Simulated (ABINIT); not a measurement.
The system is HfO2.

```
Hf O
1.0
     0.00000    2.55750    2.55750
     2.55750    0.00000    2.55750
     2.55750    2.55750    0.00000
Hf O
1 2
Direct
  0.00000 0.00000 0.00000
  0.75000 0.75000 0.75000
  0.25000 0.25000 0.25000
```

Measurements of this composition are mostly on another form, of space group No. 14.

Base run:

```yaml
Program: ABINIT 10.8.3 (patched build)
Functional: rPW86PBE
Potentials_or_basis: JTH PAW PBE v2.0
Cutoff: 626 eV
k_mesh: 9 × 9 × 9
Occupations: fermi-dirac, width 0.05 eV
Spin: no spin polarisation
```

Its results: band gap on the k mesh 3.86 eV, indirect (least direct gap 3.97 eV); pressure 1.2 GPa.

Task: The run is repeated on the same cell with these changes: functional from rPW86PBE to revPBE. What comes out?

Result: Band gap on the k mesh 3.92 eV, indirect (least direct gap 4.04 eV); pressure -2.3 GPa.

Caveats: the PAW data sets were made with another functional, which shifts forces and pressure a little; spin-orbit coupling is left out, which moves the levels of the heavy elements; the mesh misses the band edges, which the band path finds closer together.
